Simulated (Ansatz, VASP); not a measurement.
## HfO2: VASP beside Ansatz

File INCAR:

```
PREC = Accurate ; ENCUT = 520
EDIFF = 1E-6 ; ISMEAR = -1
SIGMA = 0.05 ; LREAL = F
LASPH = T ; NELM = 60
ALGO = Normal ; ISIF = 2
LWAVE = F ; LCHARG = T
GGA = CA ; LELF = T
LVHAR = T ; NBANDS = 18
```

File KPOINTS:

```
regular mesh
0
Gamma
  9 9 9
```

File POSCAR:

```
HfO2
1.0
    0.0000000000      2.5052914730      2.5052914730
    2.5052914730      0.0000000000      2.5052914730
    2.5052914730      2.5052914730      0.0000000000
Hf O
1 2
Direct
    0.0000000000      0.0000000000      0.0000000000
    0.7500000000      0.7500000000      0.7500000000
    0.2500000000      0.2500000000      0.2500000000
```

The input input.yaml:

```yaml
crystal:
  lattice:
    - [0.0, 2.505291473, 2.505291473]
    - [2.505291473, 0.0, 2.505291473]
    - [2.505291473, 2.505291473, 0.0]
  atoms:
    - { symbol: Hf, position: [0.0, 0.0, 0.0] }
    - { symbol: O, position: [0.75, 0.75, 0.75] }
    - { symbol: O, position: [0.25, 0.25, 0.25] }
kpoints:
  mp_grid: { grid: [9, 9, 9] }
scf:
  occupations: { method: fermi_dirac, width: 0.05 }
hamiltonian:
  xc: lda
  pseudopotentials: { kind: all_electron, lapw: { basis_error: 0.002 } }
output:
  forces: true
  stress: true
  eigenvalues: true
```

Change from the starting cell: volume scaled by 0.94.

Alike in both runs: task single point; functional LDA; k mesh 9 × 9 × 9; occupations fermi-dirac, width 0.05 eV; no spin polarisation.

|  | VASP | Ansatz |
| --- | --- | --- |
| version | VASP 6.6.1 | Ansatz 0.2.0 |
| potentials or method | VASP PAW LDA potentials, release 64 (Hf_pv, O) | all-electron LAPW, scalar-relativistic |
| plane-wave cutoff (eV) | 520 | see its input |

VASP gave:

| Quantity | Value |
| --- | --- |
| gap on the k mesh at the Fermi level (eV) | 3.81 |
| least direct gap on the mesh (eV) | 3.93 |
| pressure (GPa) | -4.8 |

What did Ansatz give for the same quantities?

gap on the k mesh at the Fermi level (eV): 3.76; least direct gap on the mesh (eV): 3.89; pressure (GPa): -1.4.

Ansatz ran all-electron here, so the differences hold the error of VASP's frozen core and of both bases.

Caveats: spin-orbit coupling is left out, which moves the levels of the heavy elements; an odd mesh through Γ misses points on the zone boundary, where band edges often lie.
